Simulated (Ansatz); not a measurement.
# Cr: energy along a strain

Cr, Fm-3m, a = 3.680 Å (as given, not relaxed at this level: -18.2 GPa). This isn't the element's structure at ambient conditions. Ansatz: PBEsol, PAW, 420 eV, Γ-centred 22×22×22 mesh on 1 atom, Gaussian smearing 0.15 eV; no spin polarisation. Cell vectors (Å): 0.000 1.840 1.840; 1.840 0.000 1.840; 1.840 1.840 0.000. The cell is strained by x per cent times the pattern (1 1 0 0 0 0) in the order xx yy zz yz xz xy (engineering shears), with fractional coordinates held. y is the free energy over the start, V0 = 12.459 Å³/atom.

| x (%) | y (meV/atom) |
| --- | --- |
| -2.00 | ? |
| -1.50 | -37.33 |
| -1.00 | -26.07 |
| -0.50 | -13.61 |
| 0.00 | 0.00 |
| 0.50 | 14.70 |
| 1.00 | 30.44 |
| 1.50 | 47.18 |
| 1.75 | 55.91 |
| 2.00 | 64.88 |

Question: Fit y = c1 x + c2 x² + c3 x³ to the other rows, get the stiffness along the pattern, and predict the missing energy.

Answer: Least squares on the rows shown. y = 28.318 x + 2.1889 x² − 0.064550 x³. The clamped-ion stiffness p·C·p = 2 × 21.89 eV × 160.2 / 12.459 Å³ = 563 GPa (second derivative at the start, which stands under stress). At x = -2.00 the fit asked for gives -47.36 meV/atom. The run gave -47.34 meV/atom, so the fit is 0.02 meV/atom too low, a small miss on the scale of the series.

Spin polarisation was left out, and a magnetic state may lie lower.